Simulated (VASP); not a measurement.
# GaS (P6_3/mmc) in VASP: settings compared, part 2 of 3

VASP 6.6.1.

### 4 Relaxation of cell and atoms, LDA

File INCAR:

```
SYSTEM = GaS
PREC = Accurate
ENCUT = 600
EDIFF = 1E-6
ISMEAR = 0
SIGMA = 0.03
LREAL = .False.
LASPH = .True.
NELM = 80
ALGO = Normal
ISIF = 3
LWAVE = .False.
LCHARG = .False.
GGA = CA
IBRION = 2
NSW = 90
EDIFFG = -0.01
KPAR = 2
```

File KPOINTS:

```
regular mesh
0
Gamma
  9 9 2
  0 0 0
```

File POSCAR:

```
GaS
1.0
    3.5850000000      0.0000000000      0.0000000000
   -1.7925000000      3.1047010726      0.0000000000
    0.0000000000      0.0000000000     15.5000000000
Ga S
4 4
Direct
    0.3333333333      0.6666666667      0.1700000000
    0.6666666667      0.3333333333      0.6700000000
    0.3333333333      0.6666666667      0.3300000000
    0.6666666667      0.3333333333      0.8300000000
    0.3333333333      0.6666666667      0.6000000000
    0.6666666667      0.3333333333      0.1000000000
    0.3333333333      0.6666666667      0.9000000000
    0.6666666667      0.3333333333      0.4000000000
```

Potentials or basis: VASP PAW LDA potentials, release 64 (Ga_d, S).

Launch:

```bash
$ cat potpaw_LDA.64/Ga_d/POTCAR potpaw_LDA.64/S/POTCAR > POTCAR
$ mpirun -np 2 vasp_std > vasp.out
```

OUTCAR:

```text
SYSTEM = GaS
   PREC = Accurate
   ENCUT = 600
   EDIFF = 1E-6
   ISMEAR = 0
   LREAL = .False.
   LASPH = .True.
   NELM = 80
   ISIF = 3
   GGA = CA
   IBRION = 2
   NSW = 90
   EDIFFG = -0.01

 ion  position               nearest neighbor table
   1  0.333  0.667  0.170-   6 2.34   6 2.34   6 2.34   3 2.48
   2  0.667  0.333  0.670-   5 2.34   5 2.34   5 2.34   4 2.48
   3  0.333  0.667  0.330-   8 2.34   8 2.34   8 2.34   1 2.48
   4  0.667  0.333  0.830-   7 2.34   7 2.34   7 2.34   2 2.48
   5  0.333  0.667  0.600-   2 2.34   2 2.34   2 2.34
   6  0.667  0.333  0.100-   1 2.34   1 2.34   1 2.34
   7  0.333  0.667  0.900-   4 2.34   4 2.34   4 2.34
   8  0.667  0.333  0.400-   3 2.34   3 2.34   3 2.34

  LATTYP: Found a hexagonal cell.
 ALAT       =     3.5850000000
 C/A-ratio  =     4.3235704324

  Lattice vectors:

 A1 = (   3.5850000000,   0.0000000000,   0.0000000000)
 A2 = (  -1.7925000000,   3.1047010726,   0.0000000000)
 A3 = (   0.0000000000,   0.0000000000,  15.5000000000)

Analysis of symmetry for initial positions (statically):
=====================================================================
 Subroutine PRICEL returns:
 Original cell was already a primitive cell.

 Routine SETGRP: Setting up the symmetry group for a
 hexagonal supercell.

 Subroutine GETGRP returns: Found 24 space group operations
 (whereof 12 operations were pure point group operations)
 out of a pool of 24 trial point group operations.

[... 177 lines left out ...]

  energy without entropy =      -38.29434333  energy(sigma->0) =      -38.29434333

 E-fermi :   3.9221     XC(G=0):  -9.8937

 val. band max:        3.7822151654   @ k =   0.0000   0.0000   0.0000
 cond. band min:       5.2148638750   @ k =   0.0000   0.0000   0.0000
 fundamental gap:      1.4326487095
 Fermi energy:         3.9221236345

 k-point     1 :       0.0000    0.0000    0.0000
  band No.  band energies     occupation
      1     -11.3144      2.00000
      2     -11.3123      2.00000
      3     -11.2018      2.00000
      4     -11.2018      2.00000
      5     -11.2016      2.00000
      6     -11.2016      2.00000
[... 1260 lines left out ...]
  FREE ENERGIE OF THE ION-ELECTRON SYSTEM (eV)
  ---------------------------------------------------
  free  energy   TOTEN  =       -38.3655970606 eV

  energy  without entropy=      -38.3655970606  energy(sigma->0) =      -38.36559706

[... ionic steps 4 to 7 ...]

--------------------------------------- Ionic step        8  -------------------------------------------

 number of electron      76.0000032 magnetization

------------------------ aborting loop because EDIFF is reached ----------------------------------------
[... 79 lines left out ...]
--------------------------------------- Ionic step       10  -------------------------------------------

 number of electron      76.0000032 magnetization

 Free energy of the ion-electron system (eV)
  ---------------------------------------------------
  ext. energy  EPLUGINS =         0.00000000
  ---------------------------------------------------
  free energy    TOTEN  =       -38.37112330 eV

  energy without entropy =      -38.37112330  energy(sigma->0) =      -38.37112330

 E-fermi :   4.3344     XC(G=0): -10.0921

 val. band max:        4.2077322610   @ k =   0.0000   0.0000   0.0000
 cond. band min:       5.6064949091   @ k =   0.4444   0.0000   0.0000
 fundamental gap:      1.3987626481
 Fermi energy:         4.3343646161

 k-point     1 :       0.0000    0.0000    0.0000
  band No.  band energies     occupation
      1     -10.9980      2.00000
      2     -10.9940      2.00000
      3     -10.8487      2.00000
      4     -10.8487      2.00000
      5     -10.8485      2.00000
      6     -10.8485      2.00000
[... 1176 lines left out ...]
  FREE ENERGIE OF THE ION-ELECTRON SYSTEM (eV)
  ---------------------------------------------------
  free  energy   TOTEN  =       -38.3711232989 eV

  energy  without entropy=      -38.3711232989  energy(sigma->0) =      -38.37112330

 reached required accuracy - stopping structural energy minimisation
```

OSZICAR:

```text
N       E                     dE             d eps       ncg     rms          rms(c)
DAV:   1     0.806978440934E+03    0.80698E+03   -0.38164E+04  2320   0.271E+03
DAV:   2     0.115838283458E+03   -0.69114E+03   -0.67231E+03  2272   0.705E+02
DAV:   3    -0.279244973309E+02   -0.14376E+03   -0.13773E+03  2605   0.206E+02
[... 86 lines left out ...]
DAV:   1    -0.383711618996E+02   -0.36599E-04   -0.64676E-04  3049   0.304E-01    0.388E-02
DAV:   2    -0.383711325309E+02    0.29369E-04   -0.94994E-05  2955   0.140E-01    0.184E-02
DAV:   3    -0.383711245486E+02    0.79823E-05   -0.15435E-05  3089   0.386E-02    0.672E-03
DAV:   4    -0.383711234209E+02    0.11277E-05   -0.38106E-06  1809   0.128E-02    0.343E-03
DAV:   5    -0.383711232989E+02    0.12194E-06   -0.35442E-07  1170   0.605E-03
  10 F= -.38371123E+02 E0= -.38371123E+02  d E =-.558557E-04
```

Wall time 7.1 min (2 MPI ranks of AMD EPYC 9R45 (Zen 5), shared host); peak memory 0.35 GiB.

What came out:

```yaml
Free_energy: -38.3711 eV
Relaxed_volume: 20.65 Å³/atom
Relaxed_cell: a = 3.536 Å, b = 3.536 Å, c = 15.256 Å, α = 90.00°, β = 90.00°, γ = 120.00°
Space_group_after_relaxing_to_0.05_Å: P6_3/mmc (No. 194)
Energy_gained_by_relaxing: 9.6 meV/atom
Ionic_steps: 10
Pressure_after_relaxing: 0.0 GPa
Largest_force_after_relaxing: 0.006 eV/Å
Band_gap_on_the_k_mesh: 1.40 eV, indirect (least direct gap 1.72 eV)
```

Forces in eV/Å, atoms in the order of the input:
```
Ga   0.000  0.000  0.005
Ga   0.000  0.000  0.005
Ga   0.000  0.000 -0.005
Ga   0.000  0.000 -0.005
S    0.000  0.000 -0.006
S    0.000  0.000 -0.006
S    0.000  0.000  0.006
S    0.000  0.000  0.006
```

The path:
```csv
step,energy change (eV),largest force (eV/Å),pressure (GPa),volume (Å³)
1,0.0000,0.2448,-2.89,172.52
2,-0.0587,0.2687,1.52,162.99
3,-0.0713,0.2374,0.06,165.69
4,-0.0760,0.0698,0.04,165.22
5,-0.0764,0.0279,0.02,165.33
6,-0.0767,0.0081,-0.08,165.39
7,-0.0767,0.0021,-0.09,165.41
8,-0.0768,0.0077,0.06,165.16
9,-0.0768,0.0046,-0.09,165.24
10,-0.0768,0.0061,0.04,165.20
```

Final structure:
```
Ga S
1.0
     3.53602    0.00000    0.00000
    -1.76801    3.06228    0.00000
     0.00000    0.00000   15.25629
Ga S
4 4
Direct
  0.33333 0.66667 0.17096
  0.66667 0.33333 0.67096
  0.33333 0.66667 0.32904
  0.66667 0.33333 0.82904
  0.33333 0.66667 0.60018
  0.66667 0.33333 0.10018
  0.33333 0.66667 0.89982
  0.66667 0.33333 0.39982
```

Caveat: an odd mesh through Γ misses points on the zone boundary, where band edges often lie. As with any semilocal functional, this LDA gap is likely too small.

### 5 Relaxation of cell and atoms, LDA

This run uses another cell than the first one, of 20.65 Å³/atom, 0.958 times its volume.

INCAR, as its differences from that of step 4:

```diff
@@ -3,3 +3,3 @@
 ENCUT = 600
-EDIFF = 1E-6
+EDIFF = 1E-7
 ISMEAR = 0
@@ -16,3 +16,3 @@
 NSW = 90
-EDIFFG = -0.01
+EDIFFG = -0.005
 KPAR = 2
```

KPOINTS is that of step 4.

File POSCAR:

```
GaS                                     
1.0
    3.5360175549     -0.0000000000      0.0000000000
   -1.7680087774      3.0622810308     -0.0000000000
    0.0000000000     -0.0000000000     15.2562939357
  Ga              S             
     4     4
Direct
     0.3333333332999970    0.6666666667000030    0.1709583375436985
     0.6666666667000030    0.3333333332999970    0.6709583375436985
     0.3333333332999970    0.6666666667000030    0.3290416624563015
     0.6666666667000030    0.3333333332999970    0.8290416624563015
     0.3333333332999970    0.6666666667000030    0.6001754059625434
     0.6666666667000030    0.3333333332999970    0.1001754059625433
     0.3333333332999970    0.6666666667000030    0.8998245940374566
     0.6666666667000030    0.3333333332999970    0.3998245940374567
```

Potentials or basis: VASP PAW LDA potentials, release 64 (Ga_d, S).

Launch:

```bash
$ cat potpaw_LDA.64/Ga_d/POTCAR potpaw_LDA.64/S/POTCAR > POTCAR
$ mpirun -np 2 vasp_std > vasp.out
```

OUTCAR:

```text
SYSTEM = GaS
   PREC = Accurate
   ENCUT = 600
   EDIFF = 1E-7
   ISMEAR = 0
   LREAL = .False.
   LASPH = .True.
   NELM = 80
   ISIF = 3
   GGA = CA
   IBRION = 2
   NSW = 90
   EDIFFG = -0.005

 ion  position               nearest neighbor table
   1  0.333  0.667  0.171-   6 2.31   6 2.31   6 2.31   3 2.41
   2  0.667  0.333  0.671-   5 2.31   5 2.31   5 2.31   4 2.41
   3  0.333  0.667  0.329-   8 2.31   8 2.31   8 2.31   1 2.41
   4  0.667  0.333  0.829-   7 2.31   7 2.31   7 2.31   2 2.41
   5  0.333  0.667  0.600-   2 2.31   2 2.31   2 2.31
   6  0.667  0.333  0.100-   1 2.31   1 2.31   1 2.31
   7  0.333  0.667  0.900-   4 2.31   4 2.31   4 2.31
   8  0.667  0.333  0.400-   3 2.31   3 2.31   3 2.31

  LATTYP: Found a hexagonal cell.
 ALAT       =     3.5360175549
 C/A-ratio  =     4.3145413446

  Lattice vectors:

 A1 = (   3.5360175549,   0.0000000000,   0.0000000000)
 A2 = (  -1.7680087774,   3.0622810308,   0.0000000000)
 A3 = (   0.0000000000,   0.0000000000,  15.2562939357)

Analysis of symmetry for initial positions (statically):
=====================================================================
 Subroutine PRICEL returns:
 Original cell was already a primitive cell.

 Routine SETGRP: Setting up the symmetry group for a
 hexagonal supercell.

 Subroutine GETGRP returns: Found 24 space group operations
 (whereof 12 operations were pure point group operations)
 out of a pool of 24 trial point group operations.

The static configuration has the point symmetry D_3d.
 The point group associated with its full space group is D_6h.

Analysis of symmetry for dynamics (positions and initial velocities):
=====================================================================
 Subroutine PRICEL returns:
 Original cell was already a primitive cell.

 Routine SETGRP: Setting up the symmetry group for a
 hexagonal supercell.

 Subroutine GETGRP returns: Found 24 space group operations
[... 124 lines left out ...]
   TEBEG  =    0.0;   TEEND  =   0.0 temperature during run
   PSTRESS=    0.0 pullay stress
   NELECT =      76.0000    total number of electrons
   NUPDOWN=      -1.0000    fix difference up-down
   EMIN   =  10.00;   EMAX   =-10.00  energy-range for DOS
   EFERMI =   0.00;   METHOD = LEGACY
   ISMEAR =     0;   SIGMA  =   0.03  broadening in eV -4-tet -1-fermi 0-gaus
   EFERMI_NEDOS =   21; number of points for ismear=-14 and -15
   IALGO  =     38    algorithm
   IMIX   =      4    mixing-type and parameters
     AMIX     =   0.40;   BMIX     =  1.00
     AMIX_MAG =   1.60;   BMIX_MAG =  1.00
  volume/ion in A,a.u.               =      20.65       139.35
  Fermi-wavevector in a.u.,A,eV,Ry     =   1.263795  2.388226 21.730913  1.597177
  Thomas-Fermi vector in A             =   2.397133
   LORBIT       =      0    0 simple, 1 ext, 2 COOP (PROOUT), +10 PAW based schemes
   GGA     = CA    functional components
   LHFCALC =     F    Hartree Fock is set to
   AEXX    =    0.0000 exact exchange contribution
   IVDW    =     0    specifies the selected vdW correction
   LEPSILON=     F    determine dielectric tensor
   LRPA    =     F    only Hartree local field effects (RPA)
 conjugate gradient relaxation of ions
 non-spin polarized calculation
 Gauss-broadening in eV      SIGMA  =   0.03
  energy-cutoff  :      600.00
  volume of cell :      165.20
 maximum number of plane-waves:      5538
   NGX = 15   NGY = 15   NGZ = 61

--------------------------------------- Ionic step        1  -------------------------------------------

 number of electron      76.0000011 magnetization

 Free energy of the ion-electron system (eV)
  ---------------------------------------------------
  ext. energy  EPLUGINS =         0.00000000
  ---------------------------------------------------
  free energy    TOTEN  =       -38.36975573 eV

  energy without entropy =      -38.36975573  energy(sigma->0) =      -38.36975573

------------------------ aborting loop because EDIFF is reached ----------------------------------------

  FORCE on cell =-STRESS in cart. coord.  units (eV):
  Direction    XX          YY          ZZ          XY          YZ          ZX
  --------------------------------------------------------------------------------------
  -------------------------------------------------------------------------------------
  Total        0.0092649      0.0092649     -0.0432701      0.0000000      0.0000000     -0.0000000
  in kB        0.0898554      0.0898554     -0.4196523      0.0000000      0.0000000     -0.0000000
  external PRESSURE =      -0.0799805 kB  Pullay stress =       0.0000000 kB
[... 71 lines left out ...]
--------------------------------------- Ionic step        3  -------------------------------------------

 number of electron      76.0000011 magnetization

 Free energy of the ion-electron system (eV)
  ---------------------------------------------------
  ext. energy  EPLUGINS =         0.00000000
  ---------------------------------------------------
  free energy    TOTEN  =       -38.36976586 eV

  energy without entropy =      -38.36976586  energy(sigma->0) =      -38.36976586

 E-fermi :   4.3360     XC(G=0): -10.0929

 val. band max:        4.2095635719   @ k =   0.0000   0.0000   0.0000
 cond. band min:       5.6066392730   @ k =   0.4444   0.0000   0.0000
 fundamental gap:      1.3970757011
 Fermi energy:         4.3360026045

 k-point     1 :       0.0000    0.0000    0.0000
  band No.  band energies     occupation
      1     -10.9972      2.00000
      2     -10.9933      2.00000
      3     -10.8476      2.00000
      4     -10.8476      2.00000
      5     -10.8474      2.00000
      6     -10.8474      2.00000
[... 1176 lines left out ...]
  FREE ENERGIE OF THE ION-ELECTRON SYSTEM (eV)
  ---------------------------------------------------
  free  energy   TOTEN  =       -38.3697658565 eV

  energy  without entropy=      -38.3697658565  energy(sigma->0) =      -38.36976586

 reached required accuracy - stopping structural energy minimisation
```

CONTCAR:

```text
GaS
   1.00000000000000
     3.5361910627756385    0.0000000000000028   -0.0000000000000000
    -1.7680955313378144    3.0624312930280628    0.0000000000000000
     0.0000000000000000    0.0000000000000000   15.2527977108239945
  Ga              S
     4     4
Direct
     0.3333333332999970    0.6666666667000030    0.1709733968926531
     0.6666666667000030    0.3333333332999970    0.6709733968926531
     0.3333333332999970    0.6666666667000030    0.3290266031073469
     0.6666666667000030    0.3333333332999970    0.8290266031073469
     0.3333333332999970    0.6666666667000030    0.6001592841158434
     0.6666666667000030    0.3333333332999970    0.1001592841158434
     0.3333333332999970    0.6666666667000030    0.8998407158841566
     0.6666666667000030    0.3333333332999970    0.3998407158841566

  0.00000000E+00  0.00000000E+00  0.00000000E+00
  0.00000000E+00  0.00000000E+00  0.00000000E+00
  0.00000000E+00  0.00000000E+00  0.00000000E+00
  0.00000000E+00  0.00000000E+00  0.00000000E+00
  0.00000000E+00  0.00000000E+00  0.00000000E+00
  0.00000000E+00  0.00000000E+00  0.00000000E+00
  0.00000000E+00  0.00000000E+00  0.00000000E+00
  0.00000000E+00  0.00000000E+00  0.00000000E+00
```

It took 2 min on 2 MPI ranks of AMD EPYC 9R45 (Zen 5), shared host; peak memory 0.32 GiB.

What came out:

```yaml
Free_energy: -38.3698 eV
Relaxed_volume: 20.65 Å³/atom
Relaxed_cell: a = 3.536 Å, b = 3.536 Å, c = 15.253 Å, α = 90.00°, β = 90.00°, γ = 120.00°
Space_group_after_relaxing_to_0.05_Å: P6_3/mmc (No. 194)
Energy_gained_by_relaxing: 0.0 meV/atom
Ionic_steps: 3
Pressure_after_relaxing: 0.0 GPa
Largest_force_after_relaxing: 0.004 eV/Å
Band_gap_on_the_k_mesh: 1.40 eV, indirect (least direct gap 1.72 eV)
```

Forces on the atoms (eV/Å):
```
Ga   0.000  0.000 -0.004
Ga   0.000  0.000 -0.004
Ga   0.000  0.000  0.004
Ga   0.000  0.000  0.004
S    0.000  0.000 -0.003
S    0.000  0.000 -0.003
S    0.000  0.000  0.003
S    0.000  0.000  0.003
```

Final structure:
```
CELL_PARAMETERS angstrom
3.53619 0.00000 0.00000
-1.76810 3.06243 0.00000
0.00000 0.00000 15.25280
ATOMIC_POSITIONS crystal
Ga 0.33333 0.66667 0.17097
Ga 0.66667 0.33333 0.67097
Ga 0.33333 0.66667 0.32903
Ga 0.66667 0.33333 0.82903
S 0.33333 0.66667 0.60016
S 0.66667 0.33333 0.10016
S 0.33333 0.66667 0.89984
S 0.66667 0.33333 0.39984
```

Levels at points of the mesh, in eV from the valence-band top:
| k point | band 34 | band 35 | band 36 | band 37 | band 38 | band 39 | band 40 | band 41 | band 42 | band 43 |
| --- | --- | --- | --- | --- | --- | --- | --- | --- | --- | --- |
| (0.00, 0.00, 0.00) | -1.52 | -1.52 | -1.42 | -1.42 | 0.00 | 1.72 | 2.42 | 2.80 | 3.05 | 4.55 |
| (0.00, 0.00, 0.50) | -1.45 | -1.45 | -1.45 | -0.80 | -0.80 | 2.17 | 2.17 | 2.91 | 2.91 | 4.61 |

Caveat: an odd mesh through Γ misses points on the zone boundary, where band edges often lie. Expect the measured gap to be larger: semilocal functionals such as LDA lack the derivative discontinuity.

(Continued in part 3 of 3.)
